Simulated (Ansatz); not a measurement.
# Gallium, beta-Sn type under BLYP: from relaxation to bulk modulus

What does BLYP give for gallium in the beta-Sn type structure? We relax it, solve it on a dense k-mesh, then scale the cell to 7 volumes from 88 to 112 % of the relaxed one and try a fit of the equation of state. Spin polarisation is left out. The k-meshes are 12×12×8 for the relaxation; 21×21×13 for the dense run; 15×15×9 for the volumes.

Program: Ansatz 0.2.0. Level of theory: DFT BLYP, plane waves (420 eV) with PAW, scalar-relativistic; the PAW data stem from PBE, with regenerated cores. These are calculated values, not measurements.

### 1 The system as given

It takes space group I4_1/amd (No. 141, tetragonal). The conventional cell has a = 5.322 Å, b = 5.322 Å, c = 2.906 Å, α = 90.00°, β = 90.00°, γ = 90.00°. Ga (site symmetry -4m2) is surrounded by 6 Ga at 2.76 to 2.91 Å.

Coordinates:

```cif
data_structure
_symmetry_space_group_name_H-M 'P 1'
_symmetry_Int_Tables_number 1
_cell_length_a 4.0339
_cell_length_b 4.0339
_cell_length_c 4.0339
_cell_angle_alpha 97.454
_cell_angle_beta 97.454
_cell_angle_gamma 137.779
_cell_volume 41.15
loop_
_atom_site_label
_atom_site_type_symbol
_atom_site_fract_x
_atom_site_fract_y
_atom_site_fract_z
_atom_site_occupancy
Ga1 Ga 0.00000 0.00000 0.00000 1
Ga2 Ga 0.75000 0.25000 0.50000 1
```

### 2 Geometry optimisation

Contents of input.yaml:

```yaml
crystal:
  lattice:
    - [-2.6609524053, 2.6609524053, 1.4528800133]
    - [2.6609524053, -2.6609524053, 1.4528800133]
    - [2.6609524053, 2.6609524053, -1.4528800133]
  atoms:
    - { symbol: Ga, position: [0.0, 0.0, 0.0] }
    - { symbol: Ga, position: [0.75, 0.25, 0.5] }
hamiltonian:
  xc: blyp
  pseudopotentials:
    kind: paw
    azcp:
      Ga: "pseudopotentials/Ga.paw.azcp"
basis:
  ecutwfc: 420
  fft_grid_basis: typed
kpoints:
  mp_grid: { grid: [12, 12, 8], shift: [0, 0, 0] }
magnetization:
  spin_polarized: false
scf:
  occupations: { method: fermi_dirac, width: 0.1 }
relax:
  max_steps: 60
  f_tol: 0.01
  cell: {}
```

The runs that follow: Single point on a dense mesh; Equation of state: 88 %; Equation of state: 92 %; Equation of state: 96 %; Equation of state: 100 %; Equation of state: 104 %; Equation of state: 108 %; Equation of state: 112 %.

**Question.** What will these runs give? Wanted: space group; conventional cell; volume; shortest distance; gap on the mesh; relative to alpha-Ga; V₀, B₀, B₀′.

**Answer**, as computed:

| quantity | value |
| --- | --- |
| space group (spins left aside) | C2/c (No. 15) |
| conventional cell | a = 2.926 Å, b = 7.288 Å, c = 4.201 Å, β = 98.84° |
| volume | 22.132 Å³/atom |
| shortest distance | 2.877 Å |
| gap on the mesh | none (levels filled in part) |
| relative to alpha-Ga (Cmce) | +57 meV/atom |
| V₀, B₀, B₀′ | 22.112 Å³/atom, 30 GPa, 5.1 |

What this shows: The relaxation enlarged the cell by 7.6 % in volume. The cell has left its prototype: it ends as C2/c. What follows belongs to that structure, not to the type named at the start. The mesh has less symmetry than the lattice, which may have let the distortion in. It lies 57 meV/atom above the element's reference form at the same level (alpha-Ga (Cmce), from a run of its own). No gap shows: it is a metal or semimetal at this level. The fitted modulus is 30 GPa; letting shape and positions relax at each volume could only lower it.
